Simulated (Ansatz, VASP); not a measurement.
# One calculation of Hf, two programs

```
Hf
1.0
     0.00000    2.20899    2.20899
     2.20899    0.00000    2.20899
     2.20899    2.20899    0.00000
Hf
1
Direct
  0.00000 0.00000 0.00000
```

Alike in both runs: task single point; functional LDA; k mesh 14 × 14 × 14; occupations fermi-dirac, width 0.1 eV; no spin polarisation.

```csv
,VASP,Ansatz
version,VASP 6.6.1,Ansatz 0.2.0
potentials or method,"VASP PAW LDA potentials, release 64 (Hf_pv)","plane waves (420 eV) with PAW, scalar-relativistic"
plane-wave cutoff (eV),520,420
valence electrons in the cell,10,26
```

```csv
,VASP,Ansatz,Ansatz less VASP
pressure (GPa),-4.0,-4.0,-0.01
```

The two sets of potentials don't hold the same shells in valence. Ansatz warned: «pseudo_functional_mismatch».

The runs have no spin-orbit coupling, so splittings on Hf are missing.
